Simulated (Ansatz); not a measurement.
# CaSe (Fm-3m): thermal expansion from first principles, part 2 of 3

How much does CaSe expand with temperature?

Measurements to reproduce:
- heat capacity C_P per formula unit 48.1 J/mol/K near room temperature (given in “High-Throughput Prediction of Finite-Temperature Properties using the Quasi-Harmonic Approximation”, 2016, arXiv:1603.06924)

Ansatz 0.2.0; DFT LDA, scalar-relativistic, plane waves, PAW.

So far. Step 2 (Probe on a coarse mesh): The start is under -3.1 GPa at this level and looks like an insulator or semiconductor on this mesh. The relaxed cell has a = 5.791 Å (conventional setting).

The database entry behind the starting cell differs from later determinations by our own check (0.1 to 0.3 % short, probably kX units), so it need not match the best structure at ambient conditions.

## 4. Relaxing to small residual forces and stress

The thresholds are tightened for a last relaxation ahead of the phonons, and where mesh or smearing change with them the cell follows.

File input.yaml:

```yaml
crystal:
  lattice:
    - [0.0, 2.8956489103, 2.8956489103]
    - [2.8956489103, 0.0, 2.8956489103]
    - [2.8956489103, 2.8956489103, 0.0]
  atoms:
    - { symbol: Ca, position: [0.0, 0.0, 0.0] }
    - { symbol: Se, position: [0.5, 0.5, 0.5] }
kpoints:
  mp_grid: { grid: [8, 8, 8] }
hamiltonian:
  xc: lda
scf:
  occupations: { method: fixed }
output:
  forces: true
  stress: true
  eigenvalues: true
  write_density: true
  write_potential: true
  elf: true
  volumetric_format: npy
relax:
  adjacent_minimum: "off"
  f_tol: 0.001
  max_steps: 60
  cell: { stress_tol: 0.01 }
```

Started as:

```
ansatz run input.yaml --threads 4 --pin off --max-ram 8192MiB --backend cpu --events-out ev --progress --plain --runs-dir out
```

Numbers of over 12 decimals in the logs are rounded to 6 here.

Output:

```text
[...]
Crystal: 2 atoms, lattice volume = 48.559 Å³
Basis set: ecut = 420 eV, 941 PW (Γ)
Bands: 17, of which v1, the nominal top of the filled ones, is band 13 counted from 1 (12 counted from 0)
Symmetry: 48 space group operations
[...]
k-points: 29 of 512
[...]
SCF iter   1: F=—  HF=-7160.093317 eV  |F-HF|=—  |Δ(HF+E_count)|=         —  Δρ=4.88e-3  dr2=5.57e-3  ethr=1.77e-3  ⟨swp⟩=4.2  Hψ=2370  notcnv=0  defer=18
[...]
SCF iter   6: F=-7160.091855 eV  HF=-7160.091855 eV  |F-HF|=1.71e-9  |Δ(HF+E_count)|=   1.73e-9  Δρ=3.51e-6  dr2=3.51e-9  ethr=1.24e-10  ⟨swp⟩=7.4  Hψ=3542  notcnv=0
SCF 1 converged in 6 iterations: F = -7160.091855 eV  dr2 = 3.51e-9
[...]
relax step   1: F+E_penalty+E_count = -7160.09185451 eV  Δ(F+E_penalty+E_count) = +0.000e0 eV  max|allowed force component| = 1.290e-30 eV/Å  Δτ_max = 0.0000 Å  P = -0.007 GPa  Ω = 48.559 Å³  (6 SCF iters, dr2 threshold 1.00e-7 eV, accepted)
[...]
SCF iter   6: F=-7160.091855 eV  HF=-7160.091855 eV  |F-HF|=1.82e-12  |Δ(HF+E_count)|=    0.00e0  Δρ=6.51e-9  dr2=2.25e-14  ethr=1.00e-12  ⟨swp⟩=4.0  Hψ=1665  notcnv=0
SCF 2 converged in 6 iterations: F = -7160.091855 eV  dr2 = 2.25e-14
relax step   2: F+E_penalty+E_count = -7160.09185451 eV  Δ(F+E_penalty+E_count) = -1.360e-9 eV  max|allowed force component| = 7.560e-31 eV/Å  Δτ_max = 0.0000 Å  P = -0.007 GPa  Ω = 48.559 Å³  stress off target by 6.78e-3 GPa  SCF on the basis re-selected at this cell (its energy is not comparable with the rows above)  (6 SCF iters)
basis re-selected at this cell: Δ(F+E_penalty+E_count) = -1.360e-9 eV, ΔP = -0.000 GPa vs the last step (what re-selecting the basis moved, of the pressure what is left beyond the Pulay correction that the steps carried, after the strain that the cell walked since its last selection, with what the two solves' SCF thresholds leave and, on support functions, any second-order correction that the steps lacked; it is no m [...]
SCF converged after 6 iterations
Free energy (F): -7160.091855 eV
[...]
Internal energy: -7160.091855 eV  (E = F + TS)
E sigma→0 (E₀):  -7160.091855 eV
Fermi energy:    7.567050 eV
[...]
--- Stress (GPa, compression-positive) ---
       -0.006785      -0.000000      -0.000000
        0.000000      -0.006785       0.000000
       -0.000000      -0.000000      -0.006785
  P = ⅓ Tr σ = -0.0068 GPa (-0.068 kbar)
--- Band table (eV; the first three rows and the last of 29) ---
  k-point 0: bands = [... 9 lower, -4.5289, 7.5671, 7.5671, 7.5671, 11.0083, 11.0904, 11.0904, 11.0904]
  k-point 1: bands = [... 9 lower, -4.4191, 6.7222, 7.2846, 7.2846, 11.0628, 11.3229, 11.3229, 11.9909]
  k-point 2: bands = [... 9 lower, -4.1400, 5.3779, 6.7584, 6.7584, 11.1725, 11.8860, 11.8860, 13.3284]
  k-point 28: bands = [... 9 lower, -3.7646, 5.4153, 5.4153, 5.7160, 11.8761, 11.8761, 12.8477, 13.4152]
--- Relaxed structure (1 steps of the walk, 1 accepted, 1 SCFs on fresh bases) ---
[...]
cell:  # Å, volume = 48.5588 Å³
    - [0.0, 2.8956489103, 2.8956489103]
    - [2.8956489103, 0.0, 2.8956489103]
    - [2.8956489103, 2.8956489103, 0.0]
  atoms:
    - { symbol: Ca, position: [0.0, 0.0, 0.0] }
    - { symbol: Se, position: [0.5, 0.5, 0.5] }
```

It took 1.1 s on 4 threads of Arm Neoverse V1, shared host; peak memory 0.32 GiB.

Little changed from the start: no atom moved by 0.005 Å and no cell edge by 0.1 %.

Numbers from this step:

```
pressure : -0.006785 GPa
```

Valence density in the ac plane of the conventional cell at fractional y = 0.000, with atoms of Ca and Se within 0.2 Å of it. It is the smooth field of the valence electrons, not physical close to the nuclei.

Ten steps, logarithmic in the rise over the least value, from '0' (0 e/Å³) to '9' (32 e/Å³), each cell a mean:
```
6520024896210146
4310012453100024
1100001221100001
0000000010000000
1100000000000001
3210001232000112
7421013554200136
9731014665301259
9621014665200248
5310002443100124
2110000111000012
1000000000000000
0000000111000000
3200011232100012
5420013674210135
6530125997310146
```
Columns run along a (5.8 Å), rows up along c (5.8 Å), edges of the conventional cell, whose origin can differ from the input's. Atoms in or near the plane, at fractional coordinates: Ca at (0.00, 0.00), Ca at (0.50, 0.50), Se at (0.50, 0.00), Se at (0.00, 0.50).

ELF in the ac plane of the conventional cell at fractional y = 0.000, with atoms of Ca and Se within 0.2 Å of it. It is the smooth field of the valence electrons, not physical close to the nuclei.

Ten even steps from '0' (0.06) to '9' (0.84), each cell a mean:
```
9961598437982399
9830589889971169
4200378999851013
2210135565420112
8863000110002578
9986103675104899
6898228999505997
1698249999716983
3798239999615984
8997116998305898
9985101342003789
6542011222101355
1000257888630001
7510489999861036
9950599768982289
9971698316982499
```
Columns run along a (5.8 Å), rows up along c (5.8 Å), edges of the conventional cell, whose origin can differ from the input's. Atoms in or near the plane, at fractional coordinates: Ca at (0.00, 0.00), Ca at (0.50, 0.50), Se at (0.50, 0.00), Se at (0.00, 0.50).

Electrostatic potential energy in the ac plane of the conventional cell at fractional y = 0.000, with atoms of Ca and Se within 0.2 Å of it. With pseudopotentials it is smooth inside the atoms' cores, unlike the true potential.

Ten even steps from '_' (-56 eV) to '@' (11 eV), each cell a mean:
```
__::**@@@@%%**%%%%####@@@@%%==__
==++%%@@@@@@##******%%@@@@%%##==
##%%@@@@@@@@@@%%%%%%@@@@@@@@%%%%
@@@@@@@@@@@@@@@@@@@@@@@@@@@@@@@@
@@@@@@@@@@@@@@@@@@@@@@@@@@@@@@@@
####@@@@@@@@%%****##%%@@@@@@%%##
##**##@@@@%%++::..==##@@@@%%**##
%%####@@@@##==____..**@@@@%%**%%
%%####@@@@%%==____::**@@@@%%**%%
****%%@@@@%%##====++%%@@@@@@##**
%%%%@@@@@@@@%%%%##%%@@@@@@@@@@%%
@@@@@@@@@@@@@@@@@@@@@@@@@@@@@@@@
@@@@@@@@@@@@@@@@@@@@@@@@@@@@@@@@
**##%%@@@@@@%%######@@@@@@@@%%**
..==##@@@@%%**####**##@@@@%%++::
__..**@@@@%%**%%%%####@@@@##==__
```
Columns run along a (5.8 Å; values clipped at the 3rd and 97th percentile), rows up along c (5.8 Å), edges of the conventional cell, whose origin can differ from the input's. Atoms in or near the plane, at fractional coordinates: Ca at (0.00, 0.00), Ca at (0.50, 0.50), Se at (0.50, 0.00), Se at (0.00, 0.50).

The residual pressure is -0.0068 GPa, small enough for phonons.

## 5. Phonons on strained cells, cutoff 487.2 eV, k-mesh 8×8×8

The study relaxes the crystal at several strains, solves the phonons on some of them and minimises the free energy at each temperature (static energy, vibrations, the electrons in a metal, and PV under a set pressure); the q-mesh sets how far the force constants reach.

input.yaml, the sections that differ from step 4:

```yaml
output:
  eigenvalues: true
phonons:
  method: dfpt
  qmesh: [2, 2, 2]
  temperatures: { t_max: 800.0, t_step: 50 }
  thermal_expansion: {}
# crystal, kpoints, hamiltonian, scf: as in step 4
# relax: removed
```

Output:

```text
[...]
Crystal: 2 atoms, lattice volume = 48.559 Å³
Basis set: ecut = 487.2 eV, 1243 PW (Γ), exchange–correlation on 60×60×60 points (8 copies of the dense FFT grid, shifted against one another)
Bands: 17, of which v1, the nominal top of the filled ones, is band 13 counted from 1 (12 counted from 0)
Symmetry: 48 space group operations
[...]
k-points: 29 of 512
[...]
SCF iter   1: F=—  HF=-7160.094136 eV  |F-HF|=—  |Δ(HF+E_count)|=         —  Δρ=4.93e-3  dr2=5.64e-3  ethr=1.77e-3  ⟨swp⟩=4.1  Hψ=2380  notcnv=0  defer=20
[...]
SCF iter   8: F=-7160.092651 eV  HF=-7160.092651 eV  |F-HF|=0.00e0  |Δ(HF+E_count)|=  9.09e-12  Δρ=6.09e-8  dr2=4.85e-13  ethr=1.00e-12  ⟨swp⟩=6.8  Hψ=2509  notcnv=0
SCF 1 converged in 8 iterations: F = -7160.092651 eV  dr2 = 4.85e-13
[...]
relax step   1: F+E_penalty+E_count = -7160.09265144 eV  Δ(F+E_penalty+E_count) = +0.000e0 eV  max|allowed force component| = 5.916e-31 eV/Å  Δτ_max = 0.0000 Å  (8 SCF iters, accepted)
SCF converged after 8 iterations
Free energy (F): -7160.092651 eV
[...]
Internal energy: -7160.092651 eV  (E = F + TS)
E sigma→0 (E₀):  -7160.092651 eV
Fermi energy:    7.566959 eV
[...]
--- Stress (GPa, compression-positive) ---
       -0.006970       0.000000      -0.000000
       -0.000000      -0.006970      -0.000000
       -0.000000      -0.000000      -0.006970
  P = ⅓ Tr σ = -0.0070 GPa (-0.070 kbar)
--- Band table (eV; the first three rows and the last of 29) ---
  k-point 0: bands = [... 9 lower, -4.5289, 7.5670, 7.5670, 7.5670, 11.0081, 11.0902, 11.0902, 11.0902]
  k-point 1: bands = [... 9 lower, -4.4191, 6.7221, 7.2845, 7.2845, 11.0626, 11.3228, 11.3228, 11.9908]
  k-point 2: bands = [... 9 lower, -4.1399, 5.3778, 6.7583, 6.7583, 11.1724, 11.8859, 11.8859, 13.3283]
  k-point 28: bands = [... 9 lower, -3.7646, 5.4153, 5.4153, 5.7159, 11.8760, 11.8760, 12.8476, 13.4150]
── thermal expansion: 3 new cells, 3 in all ──
thermal expansion: relaxation of cell 2
thermal expansion: relaxation of cell 3
── thermal expansion: 2 new cells, 5 in all ──
thermal expansion: relaxation of cell 4
thermal expansion: lower-state search of cell 4
thermal expansion: phonons of cell 4
thermal expansion: relaxation of cell 5
thermal expansion: phonons of cell 5
── thermal expansion: 5 new cells, 10 in all ──
thermal expansion: relaxation of cell 6
thermal expansion: relaxation of cell 7
thermal expansion: relaxation of cell 8
thermal expansion: relaxation of cell 9
thermal expansion: relaxation of cell 10
thermal expansion: phonons of cell 6
thermal expansion: phonons of cell 7
WARN: thermal expansion: narrow_supercell: the supercell is narrow for a crystal that has a band gap and may be polar, so the expansion can be far off: type phonons.supercell or phonons.qmesh [3, 3, 3] or more in a new run
--- Relaxed structure (1 steps of the walk, 1 accepted, 0 SCFs on fresh bases) ---
  F+E_penalty+E_count = -7160.09265144 eV   max|allowed force component| = 5.916e-31 eV/Å
  atoms:
    - { symbol: Ca, position: [0.0, 0.0, 0.0] }
    - { symbol: Se, position: [0.5, 0.5, 0.5] }
--- Thermal expansion: 10 cells in 3 rounds, 0 GPa ---
  no lower state was reached at cell 4
  without vibrations: a 4.09490, b 4.09490, c 4.09490 Å, V 48.5529 Å³, B 57.28 GPa
  at 0 K: a 4.10215, b 4.10215, c 4.10215 Å, V 48.8114 Å³, B 56.47 GPa
  zero-point expansion: a +0.177, b +0.177, c +0.177, V +0.532 %
      T/K        a/Å        b/Å        c/Å       V/Å³ | expansion of a, b, c, V (1e-6/K)   | that of V in the mean from 25 °C | C_P, C_V (J/mol K of the cell) | B_T, B_S (GPa)
     0.00    4.10215    4.10215    4.10215    48.8114 |    0.00    0.00    0.00    0.00 |   29.22 |     0.000     0.000 |    56.47    56.47
   100.00    4.10369    4.10369    4.10369    48.8663 |    9.21    9.21    9.21   27.63 |   38.34 |    33.337    33.211 |    56.02    56.24
   200.00    4.10850    4.10850    4.10850    49.0382 |   13.25   13.25   13.25   39.76 |   41.82 |    45.163    44.650 |    54.96    55.60
   298.15    4.11414    4.11414    4.11414    49.2403 |   14.52   14.52   14.52   43.57 |       - |    48.345    47.441 |    53.84    54.87
   350.00    4.11728    4.11728    4.11728    49.3533 |   14.94   14.94   14.94   44.81 |   44.26 |    49.216    48.104 |    53.24    54.47
   450.00    4.12357    4.12357    4.12357    49.5798 |   15.56   15.56   15.56   46.69 |   45.40 |    50.335    48.810 |    52.05    53.67
   550.00    4.13011    4.13011    4.13011    49.8159 |   16.10   16.10   16.10   48.31 |   46.42 |    51.129    49.172 |    50.83    52.85
   650.00    4.13687    4.13687    4.13687    50.0611 |   16.63   16.63   16.63   49.89 |   47.38 |    51.798    49.380 |    49.58    52.01
   750.00    4.14387    4.14387    4.14387    50.3155 |   17.16   17.16   17.16   51.49 |   48.32 |    52.422    49.511 |    48.30    51.14
   800.00    4.14745    4.14745    4.14745    50.4463 |   17.44   17.44   17.44   52.33 |   48.80 |    52.729    49.558 |    47.65    50.70
  the static fit leaves 0.001 meV an atom of the energies and, of the stresses, 0.000 GPa of each cell's largest along a strain (root mean squares over the cells), whose Pulay part it has at -0.008 GPa
  vibrations' free energy: its fit passes through its cells
  the electrons' free energy at temperature is not in it: every band gap is over 0.83 eV
  free energies summed between the sampled wave vectors
  estimated error of the fitted expansion in any direction: up to 0.033e-6/K, at 700 K, with few degrees of freedom (an estimate, not a bound: it was exceeded on models of known expansion)
  by sums over the sampled wave vectors an expansion of the volume parts by up to 1.84e-6/K
  by a static energy of one degree less an expansion of the volume parts by up to 0.06e-6/K
  the FFT grids of the static calculations differ: 30 × 30 × 30, 32 × 32 × 32
  band gaps on the cells' k-points are 1.628 to 1.907 eV
  narrow_supercell: the supercell is narrow for a crystal that has a band gap and may be polar, so the expansion can be far off: type phonons.supercell or phonons.qmesh [3, 3, 3] or more in a new run
```

Elapsed: 2 min, on 4 threads; peak memory 0.7 GiB.

This step gave:

```
pressure                                         : -0.006970 GPa
volume expansion coefficient at 298 K            : 43.57 1e-6/K
C_P at 298 K                                     : 24.17 J/mol-atom/K
entropy at 298 K                                 : 34.51 J/mol-atom/K
isothermal bulk modulus at 298 K                 : 53.84 GPa
Grüneisen parameter at 298 K                     : 1.466
volume at 298 K                                  : 24.62 Å³/atom
principal linear expansion coefficients at 298 K : 14.52, 14.52, 14.52 1e-6/K
```

Strained cells of the study; zero-point energy where phonons were solved; the pressures are stresses at a fixed cutoff and can carry an offset from the finite basis. Expansion cells, by row:

```csv
cell,|a| (Å),|b| (Å),|c| (Å),V (Å³/atom),E - E_lowest (meV/atom),"pressure, compression positive (GPa)",gap (eV),zero-point energy (meV/atom)
1,4.095,4.095,4.095,24.28,0,-0.015,1.715,-
2,4.128,4.128,4.128,24.87,2.461,-1.317,1.78,-
3,4.063,4.063,4.063,23.71,2.496,1.423,1.646,-
4,4.095,4.095,4.095,24.28,0,-0.019,1.715,29.26
5,4.116,4.116,4.116,24.65,0.986,-0.849,1.757,28.57
6,4.142,4.142,4.142,25.12,4.938,-1.83,1.807,27.71
7,4.165,4.165,4.165,25.55,10.93,-2.64,1.85,26.95
8,4.055,4.055,4.055,23.57,3.915,1.803,1.628,-
9,4.075,4.075,4.075,23.92,0.954,0.864,1.673,-
10,4.199,4.199,4.199,26.17,23.15,-3.684,1.907,-
```

Quasi-harmonic; a, b, c are the run's own cell vectors. Expansion, by row:

```csv
T (K),a (Å),b (Å),c (Å),alpha (deg),beta (deg),gamma (deg),cell volume (Å³/cell),alpha_a (1e-6/K),alpha_b (1e-6/K),alpha_c (1e-6/K),alpha_V (1e-6/K),C_P (J/mol-atom/K),C_V (J/mol-atom/K),S (J/mol-atom/K),B_T (GPa),B_S (GPa),Grueneisen,extrapolation,fit error (1e-6/K)
0,4.102,4.102,4.102,60,60,60,48.81,0,0,0,0,0,0,0,56.47,56.47,-,0,0
50,4.102,4.102,4.102,60,60,60,48.82,3.35,3.35,3.35,10.05,7.219,7.215,2.952,56.41,56.44,1.155,0,0
100,4.104,4.104,4.104,60,60,60,48.87,9.21,9.21,9.21,27.63,16.67,16.61,11.26,56.02,56.24,1.372,0,0
150,4.106,4.106,4.106,60,60,60,48.95,11.93,11.93,11.93,35.8,20.72,20.56,18.9,55.51,55.94,1.424,0,0
200,4.109,4.109,4.109,60,60,60,49.04,13.25,13.25,13.25,39.76,22.58,22.32,25.15,54.96,55.6,1.446,0,0.01
250,4.111,4.111,4.111,60,60,60,49.14,14.02,14.02,14.02,42.06,23.58,23.22,30.3,54.4,55.23,1.458,0,0.01
298.1,4.114,4.114,4.114,60,60,60,49.24,14.52,14.52,14.52,43.57,24.17,23.72,34.51,53.84,54.87,1.466,0,0.01
300,4.114,4.114,4.114,60,60,60,49.24,14.54,14.54,14.54,43.62,24.19,23.73,34.66,53.82,54.86,1.467,0,0.01
350,4.117,4.117,4.117,60,60,60,49.35,14.94,14.94,14.94,44.81,24.61,24.05,38.42,53.24,54.47,1.474,0,0.01
400,4.12,4.12,4.12,60,60,60,49.47,15.27,15.27,15.27,45.8,24.92,24.26,41.73,52.65,54.07,1.48,0,0.01
450,4.124,4.124,4.124,60,60,60,49.58,15.56,15.56,15.56,46.69,25.17,24.41,44.68,52.05,53.67,1.486,0,0.01
500,4.127,4.127,4.127,60,60,60,49.7,15.84,15.84,15.84,47.52,25.38,24.51,47.34,51.44,53.27,1.492,0,0.01
550,4.13,4.13,4.13,60,60,60,49.82,16.1,16.1,16.1,48.31,25.57,24.59,49.77,50.83,52.85,1.498,0,0.02
600,4.133,4.133,4.133,60,60,60,49.94,16.37,16.37,16.37,49.1,25.74,24.64,52,50.21,52.43,1.504,0,0.03
650,4.137,4.137,4.137,60,60,60,50.06,16.63,16.63,16.63,49.89,25.9,24.69,54.07,49.58,52.01,1.51,0,0.03
700,4.14,4.14,4.14,60,60,60,50.19,16.89,16.89,16.89,50.68,26.06,24.73,55.99,48.95,51.58,1.516,0,0.03
750,4.144,4.144,4.144,60,60,60,50.32,17.16,17.16,17.16,51.49,26.21,24.75,57.8,48.3,51.14,1.522,0,0.03
800,4.147,4.147,4.147,60,60,60,50.45,17.44,17.44,17.44,52.33,26.36,24.78,59.49,47.65,50.7,1.529,0,0.03
```

Table of expansion coefficient by temperature; values in 1e-6/K:

```csv
temperature (K),volume,principal 1
0,0,0
50,10.1,3.35
100,27.6,9.21
150,35.8,11.9
200,39.8,13.2
250,42.1,14.0
298,43.6,14.5
300,43.6,14.5
350,44.8,14.9
400,45.8,15.3
450,46.7,15.6
500,47.5,15.8
550,48.3,16.1
600,49.1,16.4
650,49.9,16.6
700,50.7,16.9
750,51.5,17.2
800,52.3,17.4
```

At 298 K the volume expansion is 43.6 × 10⁻⁶/K and B_T is 53.8 GPa. The log warns that this q-mesh is too narrow, so the figure can be far off. The program raised the cutoff to 487.2 eV by itself: with no cutoff typed, the study takes about 1.16 times the default for its relaxations and scales it with the volume for the phonons.

[end of part 2 of 3]

[Logs are printed without paths, hosts, clocks, repeated set-up lines and the standing remarks that a program may print on its own settings, such as how far it seeks lower states.]

[Hosts, paths, dates, database ids (printed as entryN), source tags and the programs' standing remarks are cut or masked in the printed files.]

[A step with changed settings may run another functional than the one named; its input shows which.]
